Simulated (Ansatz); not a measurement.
# ZnCu: LAPW beside PAW

Does the method matter for ZnCu? The same cell, functional and mesh are run with full-potential LAPW, PAW with frozen cores and datasets made for this crystal.

Computed with Ansatz 0.2.0 (DFT PBE, scalar-relativistic, unless a step's input says otherwise).

### Step 1. The starting structure

It takes space group Pm-3m (No. 221, cubic). The conventional cell has a = 2.945 Å, b = 2.945 Å, c = 2.945 Å, α = 90.00°, β = 90.00°, γ = 90.00°. Zn (site symmetry m-3m) has 8 Cu at 2.55 Å as nearest neighbours. Cu (site symmetry m-3m) has 8 Zn at 2.55 Å as nearest neighbours.

As a file:

```cif
data_structure
_symmetry_space_group_name_H-M 'Pm-3m'
_symmetry_Int_Tables_number 221
_cell_length_a 2.9450
_cell_length_b 2.9450
_cell_length_c 2.9450
_cell_angle_alpha 90.000
_cell_angle_beta 90.000
_cell_angle_gamma 90.000
_cell_volume 25.54
loop_
_atom_site_label
_atom_site_type_symbol
_atom_site_symmetry_multiplicity
_atom_site_Wyckoff_symbol
_atom_site_fract_x
_atom_site_fract_y
_atom_site_fract_z
_atom_site_occupancy
Zn1 Zn 1 b 0.50000 0.50000 0.50000 1
Cu1 Cu 1 a 0.00000 0.00000 0.00000 1
```

The file gives the conventional cell by its symmetry; the runs use the cell typed in the input.

Structure: COD 9008814, as refined from experiment and not relaxed.

Atoms are numbered in the order of the input: Zn1, Cu2.

### Step 2. Full-potential LAPW

Input file input.yaml:

```yaml
crystal:
  lattice:
    - [2.945, 0.0, 0.0]
    - [0.0, 2.945, 0.0]
    - [0.0, 0.0, 2.945]
  atoms:
    - { symbol: Zn, position: [0.5, 0.5, 0.5] }
    - { symbol: Cu, position: [0.0, 0.0, 0.0] }
kpoints:
  mp_grid: { grid: [14, 14, 14] }
  band_path:
    path:
      - [0.0, 0.0, 0.0]
      - [0.0, 0.5, 0.0]
      - [0.5, 0.5, 0.0]
      - [0.0, 0.0, 0.0]
      - [0.5, 0.5, 0.5]
      - [0.0, 0.5, 0.0]
      - [0.5, 0.5, 0.5]
      - [0.5, 0.5, 0.0]
    npoints: 14
scf:
  occupations: { method: fermi_dirac, width: 0.05 }
hamiltonian:
  xc: pbe
  pseudopotentials: { kind: all_electron, lapw: { basis_error: 0.0005 } }
output:
  forces: true
  stress: true
  eigenvalues: true
  fatbands: true
  populations: true
  dos: { projected: true, de: 0.2, e_range: [-14, 8] }
```

Run with:

```
> ansatz run input.yaml --threads 1 --pin off --max-ram 2048MiB --backend cpu --events-out ev --progress --plain --runs-dir out
```

### Step 3. PAW with frozen cores

input.yaml, as its differences from that of step 2:

```diff
@@ -25,3 +25,3 @@
   xc: pbe
-  pseudopotentials: { kind: all_electron, lapw: { basis_error: 0.0005 } }
+  pseudopotentials: { kind: paw }
 output:
@@ -30,4 +30,9 @@
   eigenvalues: true
-  fatbands: true
+  efg: { contact_densities: true }
   populations: true
+  bader: true
   dos: { projected: true, de: 0.2, e_range: [-14, 8] }
+  write_density: true
+  write_potential: true
+  elf: true
+  volumetric_format: npy
```

### Step 4. Datasets made for this crystal

input.yaml, as its differences from that of step 3:

```diff
@@ -20,3 +20,3 @@
       - [0.5, 0.5, 0.0]
-    npoints: 14
+    npoints: 8
 scf:
@@ -25,3 +25,3 @@
   xc: pbe
-  pseudopotentials: { kind: paw }
+  pseudopotentials: { kind: all_electron, datasets: crystal }
 output:
@@ -31,8 +31 @@
   efg: { contact_densities: true }
-  populations: true
-  bader: true
-  dos: { projected: true, de: 0.2, e_range: [-14, 8] }
-  write_density: true
-  write_potential: true
-  elf: true
-  volumetric_format: npy
```

(Steps that only read results are left out.)

**Question.** What will these runs give? Wanted: pressure; gap; Bader charges.

The runs gave:

| quantity | value |
| --- | --- |
| pressure | LAPW 2.24, PAW 2.26, crystal datasets 2.25 GPa |
| gap (LAPW) | none |
| Bader charges (PAW) | Zn1 +0.16, Cu2 -0.16 e |

At this geometry the cell is under compression of 2.2 GPa, so it would expand if let go. With 39 electrons in the bands of a cell, and no spin, a band must be partly filled: it is a metal at this level. Cu 4s carries the largest share, 36 %, of the projected states within 0.3 eV of the Fermi level. The projection holds only the free atom's occupied shells (Zn 4s, Zn 3d, Cu 4s, Cu 3d in this range). The rest lies in shells not listed and outside the spheres or projectors. In pressure, PAW differs from LAPW by +0.02 GPa.
